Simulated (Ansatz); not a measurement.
# Ag (Im-3m) in Ansatz: further runs, part 2 of 2

Ansatz 0.2.0. The steps go on from the part before.

## Step 4: Relaxation of cell and atoms, PBE

input.yaml reads:

```yaml
crystal:
  lattice:
    - [-1.655654, 1.655654, 1.655654]
    - [1.655654, -1.655654, 1.655654]
    - [1.655654, 1.655654, -1.655654]
  atoms:
    - { symbol: Ag, position: [0.0, 0.0, 0.0] }
hamiltonian:
  xc: pbe
  pseudopotentials: { kind: paw }
kpoints:
  mp_grid: { grid: [11, 11, 11] }
scf:
  occupations: { method: fermi_dirac, width: 0.05 }
output:
  forces: true
  stress: true
  eigenvalues: true
relax:
  f_tol: 0.01
  max_steps: 40
  cell: { stress_tol: 0.05 }
```

Potentials or basis: Ansatz PAW.

Run with:

```sh
$ ansatz run input.yaml --threads 2 --pin off --max-ram 5632MiB --backend cpu --events-out ev --progress --plain --runs-dir out
```

The program printed:

```text
Warning: RAYON_NUM_THREADS=2 ignored (pool sized by the plan → 2); use --threads N
Engine: ansatz 0.2.0, aarch64-unknown-linux-gnu
Pseudopotentials: kind: paw
Pseudopotential: Ag, paw, valence charge 19, recommended cutoff 420 eV (normal), Ag.paw.azcp
Functional definition: PBE
  parameter kappa = 0.804
  parameter beta = 0.06672455060314922
  exchange = pbe_x(kappa = kappa, mu = beta*pi^2/3)
  correlation = pbe_c(beta = beta)
Crystal: 1 atoms, lattice volume = 18.154 Å³
Basis set: ecut = 420 eV, 369 PW (Γ), exchange–correlation on 40×40×40 points (8 copies of the dense FFT grid, shifted against one another)
Bands: 14, of which v1, the nominal top of the filled ones, is band 10 counted from 1 (9 counted from 0)
Symmetry: 48 space group operations
Space group: Im-3m (ITA 229), of the structure as read, at distance tolerance 2.6e-5 Å
[... 68 lines left out ...]
  E_ewald      = -2865.282623
  E_smearing   = -0.003472  (= −TS)
  E_closure    = 0.000000  (closes the sum)
  Σ components = -7590.531753   (vs F -7590.531753, Δ=0.00e0)
--- Forces (eV/Å), atoms counted from 1 ---
  atom   1  Ag    -0.00000000     0.00000000    -0.00000000
  max |Σ_I F_I| component: 1.52e-31 eV/Å
--- Stress (GPa, compression-positive) ---
       -0.010877      -0.000000      -0.000000
        0.000000      -0.010877       0.000000
       -0.000000      -0.000000      -0.010877
  P = ⅓ Tr σ = -0.0109 GPa (-0.109 kbar)
--- Band table (eV; the first three rows and the last of 56) ---
  k-point 0: bands = ["-75.6385", "-39.0440", "-39.0440", "-39.0440", "8.7937", "11.4778", "11.4778", "11.4778", "12.7040", "12.7040", "33.8195", "33.8195", "33.8195", "39.4546"]
  k-point 1: bands = ["-75.6373", "-39.0550", "-39.0480", "-39.0439", "9.0532", "11.4171", "11.4889", "11.6215", "12.6410", "12.7085", "33.0630", "33.6841", "33.9774", "37.4261"]
  k-point 2: bands = ["-75.6342", "-39.0844", "-39.0588", "-39.0435", "9.7314", "11.2578", "11.5705", "12.0251", "12.5366", "12.7240", "30.4292", "32.6995", "34.3750", "35.5262"]
  k-point 55: bands = ["-75.6123", "-39.1488", "-39.1474", "-39.1474", "10.2136", "10.2326", "13.3081", "13.3081", "13.3635", "22.0121", "23.1905", "23.1905", "28.5788", "29.2403"]
--- Relaxed structure (3 steps of the walk, 3 accepted, 1 SCFs on fresh bases) ---
  F+E_penalty+E_count = -7590.53175264 eV   max|allowed force component| = 0.000e0 eV/Å   (the final SCF, on the basis selected at the relaxed cell)
  cell:  # Å, volume = 17.9881 Å³
    - [-1.6505985528461868, 1.6505985528461868, 1.6505985528461868]
    - [1.6505985528461868, -1.6505985528461868, 1.6505985528461868]
    - [1.6505985528461868, 1.6505985528461868, -1.6505985528461868]
  atoms:
    - { symbol: Ag, position: [0.0, 0.0, 0.0] }
```

Run time: 2.1 s. Hardware: 2 threads of Arm Neoverse V1, shared host; peak memory 0.27 GiB.

Results:

```yaml
Free_energy: -7590.5318 eV
Relaxed_volume: 17.99 Å³/atom
Relaxed_cell: a = 2.859 Å, b = 2.859 Å, c = 2.859 Å, α = 109.47°, β = 109.47°, γ = 109.47°
Space_group_after_relaxing_to_0.05_Å: Im-3m (No. 229)
Energy_gained_by_relaxing: 0.4 meV/atom
Ionic_steps: 4
Pressure_after_relaxing: 0.0 GPa
Band_gap_on_the_k_mesh: none (metal or under the smearing width)
```

The path:
```tsv
step	energy change (eV)	largest force (eV/Å)	volume (Å³)
1	0.0000	0.0000	18.15
2	-0.0003	0.0000	17.86
3	-0.0005	0.0000	17.99
4	-0.0004	0.0000	17.99
```

Final structure:
```
Ag
1.0
    -1.65060    1.65060    1.65060
     1.65060   -1.65060    1.65060
     1.65060    1.65060   -1.65060
Ag
1
Direct
  0.00000 0.00000 0.00000
```

Levels at points of the mesh, in eV from the Fermi level:
```tsv
k point	band 6	band 7	band 8	band 9	band 10	band 11	band 12	band 13	band 14
(0.00, 0.00, 0.00)	-4.70	-4.70	-4.70	-3.47	-3.47	17.64	17.64	17.64	23.28
```

Caveat: the plane-wave basis is chosen anew once the cell has moved, so the energies of steps on either side of that aren't comparable.

## Step 5: Relaxation of cell and atoms, PBEsol

Edit input.yaml of step 4 so:

```diff
@@ -8,3 +8,3 @@
 hamiltonian:
-  xc: pbe
+  xc: pbesol
   pseudopotentials: { kind: paw }
@@ -18,2 +18,6 @@
   eigenvalues: true
+  write_density: true
+  write_potential: true
+  elf: true
+  volumetric_format: npy
 relax:
```

Run with:

```sh
$ ansatz run input.yaml --threads 2 --pin off --max-ram 5632MiB --backend cpu --events-out ev --progress --plain --runs-dir out
```

It took 3.4 s on 2 threads of Arm Neoverse V1, shared host; peak memory 0.28 GiB.

The run converged. Its results:

| Quantity | Value |
| --- | --- |
| Free energy | -7522.2196 eV |
| Relaxed volume | 16.79 Å³/atom |
| Relaxed cell | a = 2.794 Å, b = 2.794 Å, c = 2.794 Å, α = 109.47°, β = 109.47°, γ = 109.47° |
| Space group after relaxing (to 0.05 Å) | Im-3m (No. 229) |
| Energy gained by relaxing | 33.8 meV/atom |
| Ionic steps | 6 |
| Pressure after relaxing | 0.0 GPa |
| Band gap on the k mesh | none (metal or under the smearing width) |

The path:
```tsv
step	energy change (eV)	largest force (eV/Å)	volume (Å³)
1	0.0000	0.0000	18.15
2	-0.0031	0.0000	15.67
3	-0.0332	0.0000	16.99
4	-0.0342	0.0000	16.82
5	-0.0342	0.0000	16.79
6	-0.0338	0.0000	16.79
```

Final structure:
```cif
data_structure
_symmetry_space_group_name_H-M 'P 1'
_symmetry_Int_Tables_number 1
_cell_length_a 2.7938
_cell_length_b 2.7938
_cell_length_c 2.7938
_cell_angle_alpha 109.471
_cell_angle_beta 109.471
_cell_angle_gamma 109.471
_cell_volume 16.79
loop_
_atom_site_label
_atom_site_type_symbol
_atom_site_fract_x
_atom_site_fract_y
_atom_site_fract_z
_atom_site_occupancy
Ag1 Ag 0.00000 0.00000 0.00000 1
```

Levels at points of the mesh, in eV from the Fermi level:
```
           k point  band 8  band 9  band 10  band 11  band 12  band 13
(0.00, 0.00, 0.00)   -4.90   -3.51    -3.51    17.84    17.84    17.84
```

Caveat: the plane-wave basis is chosen anew once the cell has moved, so the energies of steps on either side of that aren't comparable; the PAW data sets come from PBE, with cores solved anew for the run's functional, which leaves a small shift of forces and pressure.

## Step 6: The runs side by side

| task | level | cell | smearing | gap on the mesh (eV) | pressure (GPa) | relaxed volume (Å³/atom) |
| --- | --- | --- | --- | --- | --- | --- |
| single point | PBE | as given | gaussian 0.011 eV | none | -0.8 | - |
| relaxation of cell and atoms | PBE | relaxed | fermi-dirac 0.05 eV | none | 0.0 | 17.99 |
| relaxation of cell and atoms | PBEsol | relaxed | fermi-dirac 0.05 eV | none | 0.0 | 16.79 |

Alike in all rows: potentials or basis Ansatz PAW; no spin polarisation; k mesh 11 × 11 × 11; cutoff (eV) 420.

Caveats: the plane-wave basis is chosen anew once the cell has moved, so the energies of steps on either side of that aren't comparable (some runs); the PAW data sets come from PBE, with cores solved anew for the run's functional, which leaves a small shift of forces and pressure (some runs).

Total energies depend on the potentials used, so only differences within one code and one set of settings carry meaning.
